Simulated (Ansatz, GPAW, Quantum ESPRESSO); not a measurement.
# Simulated XPS, UPS and emission spectra of BAs, part 3 of 3

Wanted: projected DOS of BAs, weighted into photoemission and X-ray emission spectra, at several levels of theory.

Ansatz 0.2.0, Quantum ESPRESSO 7.5 and GPAW 26.7.0; DFT, PBE, plane-wave PAW, default files, scalar-relativistic (the session's first sound run).

So far. Step 4 (With LDA): At this level the gap is 1.13 eV on the path. Step 6 (The same cell in Quantum ESPRESSO): At this level the gap is 1.20 eV on the k-mesh of the self-consistent run, which can miss the band edges.

### Step 8. Projected DOS and spectra

projwfc.x splits the states by atom and shell, which the spectra need, since each shell has its own cross section.

File projwfc.in:

```
&projwfc
  prefix = 'pes'
  outdir = './tmp'
  filpdos = 'pes'
  ngauss = 0
  degauss = 0.00735
  DeltaE = 0.05
  Emin = -18.77
  Emax = 21.23
/
```

Command:

```
$ OMP_NUM_THREADS=1 mpirun -n 4 projwfc.x -nk 4 -in projwfc.in > projwfc.out
```

Elapsed: 1.4 s, on 4 MPI ranks of Intel Xeon at 2.60GHz (Ice Lake), shared host; 5.2 s of CPU time.

This step gave:

| Quantity | Value |
| --- | --- |
| gap from the DOS mesh | 1.182 eV |
| share of occupied states in no projected shell | 0.0034 of the occupied states in the window |

The DOS has structure finer than the step of the table below, so its rows give means over 1 eV, whole bins alone (the curve runs from -15.7 to 12.5 eV). Peaks (eV: height): total -8.1: 1.6, 3.4: 1.63, 4.7: 1.76, 8.9: 1.54; As 4p -8.1: 0.816, -3.8: 0.637, -3.4: 0.622, 4.7: 0.651; B 2p -3.9: 0.574, -3.4: 0.571, 3.4: 0.612, 4.7: 0.578; As 4s -12.4: 0.47, -12.1: 0.423, -11.3: 0.476, 3.3: 0.255; B 2s -8.1: 0.556, 3.3: 0.278, 5.2: 0.175, 8.9: 0.146.

DOS against E, zero at the valence-band maximum; means over each step; values in states/eV/cell:

```
E (eV)   total    As 4p    B 2p    As 4s     B 2s
   -15   0.143   0.0106  0.0149   0.0696   0.0470
   -14   0.320   0.0364  0.0581    0.146   0.0781
   -13   0.518   0.0523   0.115    0.252   0.0968
   -12   0.725   0.0470   0.190    0.398   0.0879
   -11   0.293  0.00636  0.0942    0.182   0.0104
   -10       0        0       0        0        0
    -9  0.0608   0.0325  0.0130  0.00114   0.0136
    -8   0.933    0.470   0.123   0.0419    0.293
    -7   0.412    0.189  0.0788   0.0458   0.0962
    -6   0.510    0.251   0.168   0.0348   0.0532
    -5   0.803    0.398   0.312   0.0325   0.0576
    -4    1.05    0.515   0.457   0.0260   0.0468
    -3    1.04    0.507   0.481   0.0182   0.0323
    -2   0.816    0.390   0.399  0.00864   0.0153
    -1   0.320    0.147   0.165  0.00260  0.00457
     0  0.0555   0.0239  0.0304   2.2e-4   3.8e-4
     1  0.0397  0.00851  0.0129  0.00568  0.00896
     2   0.412   0.0939   0.141   0.0528   0.0750
     3    1.06    0.227   0.381    0.152    0.174
     4   0.937    0.226   0.375    0.111   0.0978
     5    1.34    0.469   0.414   0.0882    0.153
     6    1.05    0.323   0.354   0.0797   0.0901
     7    1.05    0.311   0.348   0.0814   0.0891
     8   0.755    0.240   0.222   0.0342   0.0732
     9   0.896    0.269   0.240   0.0339   0.0859
    10   0.695    0.152   0.148   0.0144   0.0305
    11    1.01    0.124   0.115   0.0203   0.0257
    12    1.18   0.0892  0.0799   0.0260   0.0203
```

This run's widths, added to any smearing of the DOS itself: Gaussian 0.1 eV, Lorentzian 0.2 eV plus 0.08 an eV of depth. Table of intensity by binding energy, zero at the valence-band maximum; values in % of the maximum within 13 eV:

```
binding energy (eV)  21.2 eV  40.8 eV  150 eV  1486.7 eV  5950 eV
                 -1     2.31     2.59    2.04       2.49     1.33
                  0     8.13     8.48    5.25       6.89     3.15
                  1     37.0     37.2    21.8       29.8     12.7
                  2     81.6     80.6    48.6       67.7     28.6
                  3     95.5     94.9    61.8       83.9     36.5
                  4     96.4     97.4    69.1       90.1     40.8
                  5     71.4     75.0    61.1       74.5     36.2
                  6     46.0     51.8    49.7       55.6     29.5
                  7     37.8     50.8    59.9       54.9     30.8
                  8     57.0     81.4    99.1       79.2     39.0
                  9     15.3     23.5    29.0       25.8     15.5
                 10     4.95     13.1    19.2       20.8     18.1
                 11     4.23     28.5    48.1       58.9     59.2
                 12        -     50.5    85.8       99.8     99.9
                 13        -     44.6    74.1       79.8     77.9
                 14        -     31.0    51.2       51.8     49.6
                 15        -     17.4    29.3       28.3     27.0
```

Maxima picked by a test of local sharpness, so broad peaks and shoulders can be missing; peaks within 0.45 eV of a curve's cut are left out. Valence peaks, by row:

```
photon energy (eV)  binding energy (eV)  height (% of the maximum within 13 eV)  main shell  its share (%)
              21.2                7.948                                   57.51       As 4p          58.17
              21.2                3.798                                   99.55       As 4p          49.23
              21.2                3.398                                     100       As 4p          48.79
              40.8                12.25                                   51.52        B 2p          39.07
              40.8                7.948                                   82.08        B 2s          62.17
              40.8                3.798                                     100        B 2p          68.54
              40.8                3.398                                   99.89        B 2p          70.08
               150                 12.2                                   87.07       As 4s          65.78
               150                7.948                                     100        B 2s          63.16
               150                3.848                                   69.65       As 4p          50.22
              1487                12.05                                     100       As 4s           89.6
              1487                7.948                                   80.07       As 4p          68.67
              1487                3.848                                   91.69       As 4p          87.49
              5950                12.05                                     100       As 4s          96.43
              5950                7.848                                   39.89       As 4p          52.28
              5950                3.848                                   41.18       As 4p          75.11
```

Spectra as before, but with a recipe of its own (widths, and in some runs the light), which changes peak heights and what is resolved: Gaussian 0.1 eV, Lorentzian 0.2 eV plus 0.08 times the binding energy, linear light, analyser at 0°, Fermi edge at 300 K; some photon energies differ too.

### Step 9. Quantum ESPRESSO: bands

The bands are solved at chosen points on the fixed potential.

File bands.in:

```
&control
  calculation = 'bands'
  prefix = 'pes'
  outdir = './tmp'
  pseudo_dir = './pp'
  verbosity = 'high'
/
&system
  ibrav = 0
  nat = 2
  ntyp = 2
  ecutwfc = 40.0
  ecutrho = 200.0
  occupations = 'smearing'
  nbnd = 12
  smearing = 'fd'
  degauss = 0.00367
/
&electrons
  conv_thr = 2e-09
  mixing_beta = 0.5
  electron_maxstep = 120
  diago_full_acc = .true.
/
ATOMIC_SPECIES
As 74.9216 as_pbe_v1.uspp.F.UPF
B 10.8100 b_pbe_v1.4.uspp.F.UPF
CELL_PARAMETERS angstrom
 0.000000000 2.388500000 2.388500000
 2.388500000 0.000000000 2.388500000
 2.388500000 2.388500000 0.000000000
ATOMIC_POSITIONS crystal
As 0.750000000 0.750000000 0.750000000
B 0.000000000 0.000000000 0.000000000
K_POINTS crystal
92
 0.00000000 0.00000000 0.00000000 1
 -0.03333333 -0.03333333 0.00000000 1
 -0.06666667 -0.06666667 0.00000000 1
 -0.10000000 -0.10000000 0.00000000 1
 -0.13333333 -0.13333333 0.00000000 1
 -0.16666667 -0.16666667 0.00000000 1
 ! [... 84 more points ...]
 -0.50000000 -0.48333333 0.01666667 1
 -0.50000000 -0.50000000 0.00000000 1
```

Command:

```
$ OMP_NUM_THREADS=1 mpirun -n 4 pw.x -nk 4 -in bands.in > bands.out
```

Run time: 4.1 s. Hardware: 4 MPI ranks; 16 s of CPU time.

Numbers from this step:

| Property | Result |
| --- | --- |
| gap on the path | 1.182 eV |
| least direct gap on the path | 3.300 eV |

The electronic bands at the labelled points (eV, zero at the valence-band maximum; v1 is the highest filled band, c1 the lowest empty one):

```
          point      v4     v3     v2     v1    c1    c2     c3     c4
              Γ  -15.40   0.00   0.00   0.00  3.30  3.30   3.30   4.76
0.47 of the way  -14.22  -3.72  -2.52  -2.52  1.77  4.86   7.08   7.08
              X  -11.21  -8.52  -4.07  -4.07  1.43  1.45  11.43  11.43
0.53 of the way  -11.18  -8.40  -4.99  -3.90  1.62  2.97  10.68  10.80
              U  -11.25  -8.14  -5.95  -3.48  2.05  5.58   9.28   9.82
      jump to K  -11.25  -8.14  -5.95  -3.48  2.05  5.58   9.28   9.82
0.47 of the way  -13.72  -5.47  -4.07  -1.29  3.96  5.15   6.05   7.09
              Γ  -15.40   0.00   0.00   0.00  3.30  3.30   3.30   4.76
0.47 of the way  -14.52  -4.55  -1.06  -1.06  3.14  4.60   4.60   7.77
              L  -12.53  -8.78  -1.81  -1.81  2.72  4.80   4.80   8.98
0.53 of the way  -11.88  -8.23  -4.76  -3.22  4.05  4.88   7.68   9.11
              W  -11.05  -8.06  -5.48  -5.20  5.28  6.00   6.83   7.09
0.47 of the way  -11.13  -8.30  -4.88  -4.75  3.07  3.20   9.55   9.85
              X  -11.21  -8.52  -4.07  -4.07  1.43  1.45  11.43  11.43
```

On this path the gap is indirect, 1.18 eV, with the valence top at Γ and the conduction bottom between Γ and X. The least direct gap is 3.30 eV.

### Step 10. GPAW, plane waves

This step: DFT, PBE, PAW datasets of GPAW, plane waves, scalar-relativistic (GPAW 26.7.0).

GPAW, with its own PAW datasets and plane waves, is a further check on the main run's cell.

File run.py:

```python
import json
import numpy as np
from ase import Atoms
from ase.parallel import paropen
from gpaw import GPAW, PW, FermiDirac, Mixer, MixerDif, setup_paths

atoms = Atoms(['As', 'B'],
              cell=[[0.0, 2.3885, 2.3885], [2.3885, 0.0, 2.3885], [2.3885, 2.3885, 0.0]],
              scaled_positions=[[0.75, 0.75, 0.75], [0.0, 0.0, 0.0]],
              pbc=(True, True, True))
params = dict(mode=PW(500),
              xc='PBE',
              kpts={'size': (14, 14, 14), 'gamma': True},
              occupations=FermiDirac(0.05),
              nbands=-8,
              maxiter=200,
              txt='gs.txt')
atoms.calc = calc = GPAW(**params)
atoms.get_potential_energy()
ef = calc.get_fermi_level()
nk, ns = len(calc.get_ibz_k_points()), calc.get_number_of_spins()
out = dict(free=atoms.get_potential_energy(force_consistent=True), ef=ef, nel=calc.get_number_of_electrons(), cell=atoms.cell[:], frac=atoms.get_scaled_positions(wrap=False),
           eig=[[calc.get_eigenvalues(k, s) for k in range(nk)] for s in range(ns)], forces=atoms.get_forces(apply_constraint=False))
dense = calc.fixed_density(kpts={'size': (20, 20, 20), 'gamma': True}, txt='dos.txt')
out['eig_dense'] = [[dense.get_eigenvalues(k, s) for k in range(len(dense.get_ibz_k_points()))] for s in range(ns)]
dos = dense.dos(shift_fermi_level=False)
e = ef + np.arange(-28, 12, 0.05)
out['e'], out['dos'] = e - ef, dos.raw_dos(e, width=0.1)
kpts = [[0.0, 0.0, 0.0], [-0.033333, -0.033333, 0.0], [-0.066667, -0.066667, 0.0], [-0.1, -0.1, 0.0], ..., [-0.5, -0.5, 0.0]]  # list cut here
bands = calc.fixed_density(kpts=kpts, symmetry='off', txt='bands.txt', convergence={'bands': -2})
out['band_e'] = [[bands.get_eigenvalues(k, s) for k in range(len(kpts))] for s in range(ns)]
with paropen('out.json', 'w') as f:
    json.dump(out, f, default=lambda a: a.tolist())
```

Command:

```
$ OMP_NUM_THREADS=1 mpirun -n 4 gpaw python run.py > run.log
```

Wall time 17 s (4 MPI ranks).

This step gave:

- free energy: -11.39 eV
- Fermi energy: 8.556 eV
- gap on the path: 1.184 eV
- least direct gap on the path: 3.293 eV
- gap from the DOS mesh: 1.184 eV

The electronic bands at the labelled points (eV, zero at the valence-band maximum; v1 is the highest filled band, c1 the lowest empty one):

```
          point      v4     v3     v2     v1    c1    c2     c3     c4
              Γ  -15.39   0.00   0.00   0.00  3.29  3.29   3.29   4.73
0.47 of the way  -14.21  -3.73  -2.52  -2.52  1.77  4.84   7.07   7.07
              X  -11.21  -8.52  -4.07  -4.07  1.44  1.45  11.41  11.41
0.53 of the way  -11.17  -8.40  -4.99  -3.90  1.62  2.97  10.66  10.78
              U  -11.25  -8.14  -5.95  -3.48  2.05  5.57   9.26   9.80
      jump to K  -11.25  -8.14  -5.95  -3.48  2.05  5.57   9.26   9.80
0.47 of the way  -13.71  -5.47  -4.07  -1.29  3.96  5.14   6.04   7.06
              Γ  -15.39   0.00   0.00   0.00  3.29  3.29   3.29   4.73
0.47 of the way  -14.52  -4.55  -1.06  -1.06  3.14  4.60   4.60   7.73
              L  -12.52  -8.78  -1.82  -1.82  2.71  4.80   4.80   8.94
0.53 of the way  -11.88  -8.23  -4.76  -3.22  4.05  4.87   7.66   9.10
              W  -11.04  -8.06  -5.48  -5.20  5.28  5.98   6.82   7.07
0.47 of the way  -11.12  -8.30  -4.88  -4.75  3.07  3.20   9.53   9.83
              X  -11.21  -8.52  -4.07  -4.07  1.44  1.45  11.41  11.41
```

The DOS has structure finer than the step of the table below, so its rows give means over 0.5 eV, whole bins alone (the curve runs from -16.5 to 7.98 eV). Peaks (eV: height): -8.02: 1.72, -3.82: 1.35, -3.42: 1.30, 3.38: 1.69, 3.78: 1.36, 4.78: 1.72, 5.78: 1.31.

Table of DOS by E, zero at the valence-band maximum; means over each step:

```
E (eV)  DOS (states/eV/cell)
 -16.0                     0
 -15.5                0.0205
 -15.0                 0.151
 -14.5                 0.244
 -14.0                 0.312
 -13.5                 0.396
 -13.0                 0.508
 -12.5                 0.716
 -12.0                 0.711
 -11.5                 0.701
 -11.0                 0.241
 -10.5                     0
 -10.0                     0
  -9.5                     0
  -9.0                0.0131
  -8.5                 0.400
  -8.0                  1.23
  -7.5                 0.613
  -7.0                 0.400
  -6.5                 0.299
  -6.0                 0.445
  -5.5                 0.818
  -5.0                 0.781
  -4.5                 0.888
  -4.0                  1.14
  -3.5                  1.09
  -3.0                 0.999
  -2.5                 0.957
  -2.0                 0.868
  -1.5                 0.524
  -1.0                 0.329
  -0.5                 0.169
   0.0                0.0352
   0.5                     0
   1.0                0.0105
   1.5                 0.201
   2.0                 0.412
   2.5                 0.632
   3.0                 0.999
   3.5                  1.38
   4.0                 0.916
   4.5                  1.04
   5.0                  1.39
   5.5                  1.14
   6.0                  1.00
   6.5                  1.13
   7.0                  1.06
   7.5                 0.881
```

### Step 11. The programs side by side

Same cell, functional and SCF mesh; potentials, basis and cutoffs are each program's own. Levels count from each run's own zero.

```
            quantity  Ansatz    QE  GPAW
gap on the path (eV)    1.18  1.18  1.18
```

### Step 12. Outcome

```yaml
least_gap_on_the_mesh_and_the_path: 1.18 eV
strongest_listed_peak_within_13_ev_of_the_zero_at_1486p7_ev: 8.0 eV binding, mostly As 4p
strongest_listed_peak_within_13_ev_of_the_zero_at_21p2_ev: 3.9 eV binding, mostly B 2p
pbe_3p5_s_on_4_threads: gap 1.18 eV, highest Al Kα peak within 13 eV at 8.0 eV (As 4p)
spin_orbit_16_s_on_4_threads: gap 1.12 eV, highest Al Kα peak within 13 eV at 12.2 eV (As 4s)
lda_3p6_s_on_4_threads: gap 1.13 eV, highest Al Kα peak within 13 eV at 12.1 eV (As 4s)
volume_x_0p92_3p5_s_on_4_threads: gap 1.10 eV, highest Al Kα peak within 13 eV at 8.4 eV (As 4p)
qe: gap 1.18 eV, highest Al Kα peak within 13 eV at 12.0 eV (As 4s)
```

What this shows: BAs is an insulator or semiconductor at the base level (gap 1.18 eV), and its valence spectrum changes with photon energy as the shells' cross sections do. At 21.2 eV the valence spectrum has its highest listed peaks within 10.8 eV at 3.9 eV (B 2p), 5.5 eV (mixed, As 4p leading) and 8.0 eV (As 4p). At 1486.7 eV the valence spectrum has its highest listed peaks within 13 eV at 3.9 eV (As 4p), 5.5 eV (As 4p), 8.0 eV (As 4p) and 12.3 eV (As 4s). The shell named is the one with most of the intensity, cross sections included, not always the one with most states there. In the main run, from 1486.7 eV towards hard X-rays the As 4s share grows by 27 points, as its cross section falls more slowly with photon energy than those of the shells it gains on. With spin-orbit coupling on, the gap on the path moves from 1.18 to 1.12 eV. With LDA, the gap on the path moves from 1.18 to 1.13 eV. With volume scaled by 0.92, the gap on the path moves from 1.18 to 1.10 eV. The plane-wave programs agree on the gap on the path to 0.01 eV. At 21.2 eV the area is led by As 4p (48 %), at 8047.8 eV by As 4s (67 %), since cross sections fall faster with photon energy for shells of higher angular momentum. Kohn–Sham levels aren't quasiparticle energies, so peak positions are approximate. Each run has its own recipe for the spectra (widths, photon energies, in some runs the light), so peak heights and places can differ between runs for that reason too. Semilocal Kohn–Sham gaps are too small as a rule.

Computed beside measured:

| quantity | measured | PBE | PBE spin-orbit | LDA | PBE ultrasoft GBRV, Quantum ESPRESSO | PBE, GPAW |
| --- | --- | --- | --- | --- | --- | --- |
| band gap (least gap) (eV) | 1.82 | 1.18 (-0.64 eV) | 1.12 (-0.70 eV) | 1.13 (-0.69 eV) | 1.18 (-0.64 eV) | 1.18 (-0.64 eV) |

Cost of the run behind each value, in core time: PBE 14 s, PBE spin-orbit 65 s, LDA 14 s, PBE ultrasoft GBRV, Quantum ESPRESSO 16 s, PBE, GPAW 67 s.

Measured values from arxiv:1911.11281 (2019).

**Verdict.** The band gap is off by -0.64 eV at PBE: a clear miss. Local and semilocal functionals usually give gaps below the measured ones. An optical gap can lie under the band gap by the exciton's binding. Zero-point and thermal motion shift the measured gap. No cell relaxation is part of this session.

[Logs are printed without paths, hosts, clocks, repeated set-up lines and the standing remarks that a program may print on its own settings, such as how far it seeks lower states.]

[Hosts, paths, dates, database ids (printed as entryN), source tags and the programs' standing remarks are cut or masked in the printed files.]

[Maps of the electrostatic potential energy from Ansatz leave out the sawtooth potential of an applied field or a dipole correction, so their vacuum need not be flat; work functions include it.]

[Peak lists hold at most the 14 tallest peaks of each spectrum; further lines can be left out.]
